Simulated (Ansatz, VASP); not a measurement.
This is a calculation of NiO for Ansatz 0.2.0. 

The input input.yaml:

```yaml
crystal:
  lattice:
    - [0.0, 2.0859016414, 2.0859016414]
    - [2.0859016414, 0.0, 2.0859016414]
    - [2.0859016414, 2.0859016414, 0.0]
  atoms:
    - { symbol: Ni, position: [0.0, 0.0, 0.0], spin: 1.0 }
    - { symbol: O, position: [0.5, 0.5, 0.5] }
kpoints:
  mp_grid: { grid: [11, 11, 11] }
scf:
  occupations: { method: gaussian, width: 0.011 }
hamiltonian:
  xc: pbe
  pseudopotentials: { kind: all_electron, lapw: { basis_error: 0.001 } }
magnetization:
  spin_polarized: true
output:
  forces: true
  stress: true
  eigenvalues: true
```

Potentials or basis: all-electron LAPW, scalar-relativistic.

Launch:

```sh
$ ansatz run input.yaml --threads 2 --pin off --max-ram 6144MiB --backend cpu --events-out ev --progress --plain --runs-dir out
```

What does the same run look like in VASP 6.6.1? Potentials or basis there: PBE PAW files Ni, O, 520 eV.

As run (cutoffs and basis follow the program's own potentials, and thresholds, step limits or extra output files can differ):

The input INCAR:

```
PREC = Accurate ; ENCUT = 520
EDIFF = 1E-6 ; ISMEAR = 0
SIGMA = 0.011 ; LREAL = False
LASPH = True ; NELM = 150
ALGO = Normal ; ISIF = 2
LWAVE = False ; LCHARG = False
ISPIN = 2 ; MAGMOM = 1 0
LORBIT = 11 ; LMAXMIX = 4
GGA = PE
```

File KPOINTS:

```
Automatic mesh
0
Gamma
  11 11 11
```

File POSCAR:

```
NiO
1.0
    0.0000000000      2.0859016414      2.0859016414
    2.0859016414      0.0000000000      2.0859016414
    2.0859016414      2.0859016414      0.0000000000
Ni O
1 1
Direct
    0.0000000000      0.0000000000      0.0000000000
    0.5000000000      0.5000000000      0.5000000000
```

Potentials or basis: VASP PAW PBE potentials, release 64 (Ni, O).

The run is started by

```sh
$ cat potpaw_PBE.64/Ni/POTCAR potpaw_PBE.64/O/POTCAR > POTCAR
$ mpirun -np 1 vasp_std > vasp.out
```

Both were run:

|  | Ansatz | VASP |
| --- | --- | --- |
| Pressure | 6.6 GPa | 6.1 GPa |
| Net moment | 1.81 μB per cell | 1.78 μB per cell |

Where Ansatz's input types no cutoff or centring, it takes its own default and a Γ-centred mesh.

The magnetic state is the one that the start led to; the real crystal's order can differ.

Pressure is positive in compression.
